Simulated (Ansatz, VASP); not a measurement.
## C: VASP beside Ansatz

The input INCAR:

```
SYSTEM = C
PREC = Accurate
ENCUT = 520
EDIFF = 1E-6
ISMEAR = 0
SIGMA = 0.05
LREAL = .FALSE.
LASPH = .TRUE.
NELM = 60
ALGO = Normal
ISIF = 2
LWAVE = .FALSE.
LCHARG = .FALSE.
GGA = PE
IVDW = 12
NBANDS = 11
```

The input KPOINTS:

```
Automatic mesh
0
G
  15 15 15
  0 0 0
```

Contents of POSCAR:

```
C
1.0
    1.2324984681      0.7115833223      3.3613878357
   -1.2324984681      0.7115833223      3.3613878357
    0.0000000000     -1.4231666447      3.3613878357
C
2
Direct
    0.1595250928      0.1595250928      0.1595250928
    0.8404749072      0.8404749072      0.8404749072
```

Input for Ansatz:

```yaml
crystal:
  lattice:
    - [1.2324984681, 0.7115833223, 3.3613878357]
    - [-1.2324984681, 0.7115833223, 3.3613878357]
    - [0.0, -1.4231666447, 3.3613878357]
  atoms:
    - { symbol: C, position: [0.1595250928, 0.1595250928, 0.1595250928] }
    - { symbol: C, position: [0.8404749072, 0.8404749072, 0.8404749072] }
basis:
  ecutwfc: 520.0
kpoints:
  mp_grid: { grid: [15, 15, 15] }
hamiltonian:
  xc: pbe
  dispersion: d3bj
scf:
  occupations: { method: gaussian, width: 0.05 }
output:
  forces: true
  stress: true
  eigenvalues: true
```

Change from the starting cell: mode 4 frozen in at -0.071 Å and mode 6 at +0.000 Å (largest displacements).

Alike in both runs: task single point; functional PBE; dispersion D3(BJ); k mesh 15 × 15 × 15; occupations gaussian, width 0.05 eV; no spin polarisation.

|  | VASP | Ansatz |
| --- | --- | --- |
| version | VASP 6.6.1 | Ansatz 0.2.0 |
| potentials or method | VASP PAW PBE potentials, release 64 (C) | scalar-relativistic, plane waves, PAW |
| plane-wave cutoff (eV) | 520 | 520 |
| valence electrons in the cell | 8 | 8 |

```tsv
	VASP	Ansatz	Ansatz less VASP
gap on the k mesh at the Fermi level (eV)	0.91	0.91	0.000
least direct gap on the mesh (eV)	0.91	0.91	0.000
pressure (GPa)	-0.8	-1.2	-0.45
largest component of the traceless stress (GPa)	2.83	2.33	-0.505
rms of the force components (eV/Å)	1.359	1.364	+0.0050
```

Atom by atom the forces differ by 0.005 eV/Å (rms over components).

Caveats: an odd mesh through Γ misses points on the zone boundary, where band edges often lie; forces of over 1 eV/Å show positions far from the minimum, so gaps and moduli don't describe the material at rest.
